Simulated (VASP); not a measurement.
**A VASP 6.6.1 single-point calculation on PbS**

INCAR

```
NSW = 0
IBRION = -1
NELM = 71
LCHARG = .FALSE.
LREAL = .FALSE.
LWAVE = .FALSE.
ISMEAR = -4
SIGMA = 0.1
ENCUT = 520
GGA = PE
EDIFF = 1E-9
PREC = Accurate
NBANDS = 17
LASPH = .TRUE.
ISIF = 2
```

KPOINTS

```
KPOINTS created by Atomic Simulation Environment
0
Gamma
8 8 8
0 0 0
```

POSCAR

```
Pb S
 1.0000000000000000
     0.0000000000000000    3.0171050030000002    2.9795134130999998
     3.0171050030000002    0.0000000000000000    2.9795134130999998
     3.0171050030000002    3.0171050030000002    0.0000000000000000
 Pb  S
   1   1
Cartesian
  0.0000000000000000  0.0000000000000000  0.0000000000000000
  3.0171050030000002  3.0171050030000002  2.9795134130999994
```

The recommended PBE PAW datasets give the neutral cell 20 valence electrons.

Command

```
mpirun -np 1 vasp_std
```

OSZICAR

```
N       E                     dE             d eps       ncg     rms          rms(c)
DAV:   1     0.155729116017E+03    0.15573E+03   -0.95733E+03  2006   0.122E+03
DAV:   2     0.290631350751E+01   -0.15282E+03   -0.14776E+03  2176   0.314E+02
DAV:   3    -0.897344170426E+01   -0.11880E+02   -0.11783E+02  2574   0.914E+01
DAV:   4    -0.927507753529E+01   -0.30164E+00   -0.30115E+00  2520   0.158E+01
DAV:   5    -0.928614404490E+01   -0.11067E-01   -0.11065E-01  2972   0.304E+00    0.437E+00
DAV:   6    -0.876270572110E+01    0.52344E+00   -0.15275E+00  3119   0.802E+00    0.306E+00
DAV:   7    -0.876452984509E+01   -0.18241E-02   -0.14882E-01  2405   0.189E+00    0.181E+00
DAV:   8    -0.876842775254E+01   -0.38979E-02   -0.18415E-02  2424   0.141E+00    0.347E-01
DAV:   9    -0.876772682081E+01    0.70093E-03   -0.42043E-03  3194   0.536E-01    0.932E-02
DAV:  10    -0.876795422092E+01   -0.22740E-03   -0.43133E-04  2340   0.117E-01    0.714E-02
DAV:  11    -0.876795882055E+01   -0.45996E-05   -0.63531E-05  2833   0.856E-02    0.155E-02
DAV:  12    -0.876795986772E+01   -0.10472E-05   -0.43267E-06  2607   0.209E-02    0.396E-03
DAV:  13    -0.876795985222E+01    0.15501E-07   -0.21895E-07  2817   0.476E-03    0.711E-04
DAV:  14    -0.876795988486E+01   -0.32646E-07   -0.13218E-07  2384   0.190E-03    0.417E-04
DAV:  15    -0.876795990323E+01   -0.18371E-07   -0.52106E-09  2833   0.874E-04    0.317E-04
DAV:  16    -0.876795991898E+01   -0.15748E-07   -0.50693E-10  1778   0.140E-04    0.403E-05
DAV:  17    -0.876795991962E+01   -0.63937E-09   -0.29872E-11  1495   0.694E-05
   1 F= -.87679599E+01 E0= -.87679599E+01  d E =0.000000E+00
```

Standard output (part)

```
POSCAR found type information on POSCAR PbS
 POSCAR found :  2 types and       2 ions
 LDA part: xc-table for (Slater+PW92), standard interpolation
 POSCAR, INCAR and KPOINTS ok, starting setup
 WAVECAR not read
 entering main loop
```

From OUTCAR

```
k-points           NKPTS =     59   k-points in BZ     NKDIM =     59   number of bands    NBANDS=     17

   NELECT =      20.0000    total number of electrons

   dimension x,y,z NGX =    32 NGY =   32 NGZ =   32
   dimension x,y,z NGXF=    64 NGYF=   64 NGZF=   64

  energy-cutoff  :      520.00
  volume of cell :       54.24
      direct lattice vectors                 reciprocal lattice vectors
     0.000000000  3.017105003  2.979513413    -0.165721776  0.165721776  0.167812636
     3.017105003  0.000000000  2.979513413     0.165721776 -0.165721776  0.167812636
     3.017105003  3.017105003  0.000000000     0.165721776  0.165721776 -0.167812636

 k-points in reciprocal lattice and weights: KPOINTS created by Atomic Simulation Env
   0.00000000  0.00000000  0.00000000       0.002
   0.12500000 -0.00000000  0.00000000       0.016
   0.25000000 -0.00000000  0.00000000       0.016
   0.37500000 -0.00000000  0.00000000       0.016
   0.50000000 -0.00000000  0.00000000       0.008
   0.12500000  0.12500000  0.00000000       0.004
   0.25000000  0.12500000  0.00000000       0.016
   0.37500000  0.12500000  0.00000000       0.016
   ...

 E-fermi :   5.3635

 k-point     1 :       0.0000    0.0000    0.0000
  band No.  band energies     occupation
      1     -11.4495      2.00000
      2     -11.4454      2.00000
      3     -11.4454      2.00000
      4     -11.4342      2.00000
      5     -11.4250      2.00000
      6      -7.9349      2.00000
      7      -0.7858      2.00000
      8       3.2693      2.00000
      9       3.3699      2.00000
     10       3.3699      2.00000
     11      10.3255      0.00000
     12      10.3255      0.00000
     13      10.6012      0.00000
     14      12.1228      0.00000
     15      12.1228      0.00000
     16      12.1981      0.00000
     17      14.0882      0.00000

 k-point     2 :       0.1250   -0.0000    0.0000
  band No.  band energies     occupation
      1     -11.4477      2.00000
      2     -11.4433      2.00000
      3     -11.4433      2.00000
      4     -11.4339      2.00000
      5     -11.4265      2.00000
      6      -7.8100      2.00000
      7      -1.1796      2.00000
      8       3.3434      2.00000
      9       3.4030      2.00000
     10       3.6286      2.00000
     11       9.2445      0.00000
     12       9.6213      0.00000
     13       9.8044      0.00000
     14      12.0714      0.00000
     15      12.4832      0.00000
     16      12.5199      0.00000
     17      15.1514      0.00000

 k-point     3 :       0.2500   -0.0000    0.0000
  band No.  band energies     occupation
      1     -11.4493      2.00000
      2     -11.4472      2.00000
      3     -11.4434      2.00000
      4     -11.4222      2.00000
      5     -11.4215      2.00000
      6      -7.4649      2.00000
      7      -2.0498      2.00000
      8       3.4719      2.00000
      9       3.4985      2.00000
     10       4.2135      2.00000
     11       7.6797      0.00000
     12       8.4966      0.00000
     13       8.6295      0.00000
     14      12.2332      0.00000
     15      13.3334      0.00000
     16      13.3407      0.00000
     17      16.9844      0.00000

 ...

  Total       -0.1747084     -0.1747084      0.2958945      0.0000000      0.0000000     -0.0000000
  in kB       -5.1602202     -5.1602202      8.7395938      0.0000000      0.0000000     -0.0000000
  external PRESSURE =      -0.5269489 kB  Pullay stress =       0.0000000 kB

 POSITION                                       TOTAL-FORCE (eV/Angst)
 -----------------------------------------------------------------------------------
      0.00000      0.00000      0.00000         0.000000      0.000000      0.000000
      3.01711      3.01711      2.97951        -0.000000     -0.000000     -0.000000
 -----------------------------------------------------------------------------------
    total drift:                                0.000000     -0.000000     -0.000000

  FREE ENERGIE OF THE ION-ELECTRON SYSTEM (eV)
  ---------------------------------------------------
  free  energy   TOTEN  =        -8.7679599196 eV

  energy  without entropy=       -8.7679599196  energy(sigma->0) =       -8.76795992
```

It converged. Results: gap between bands v and c on the k mesh 0.50 eV; least direct gap on the k mesh 0.50 eV; pressure -0.1 GPa. Band v is the last that the valence electrons fill when counted band by band, and c is the next.

For comparison, a separate PBE run of the intended cell, on usual settings and not on those above, gives a gap of 0.50 eV on its mesh and a pressure of -0.1 GPa.

The run above took about 45 s on one core of a shared host (Intel Xeon Platinum 8488C) and held 0.19 GiB at most.
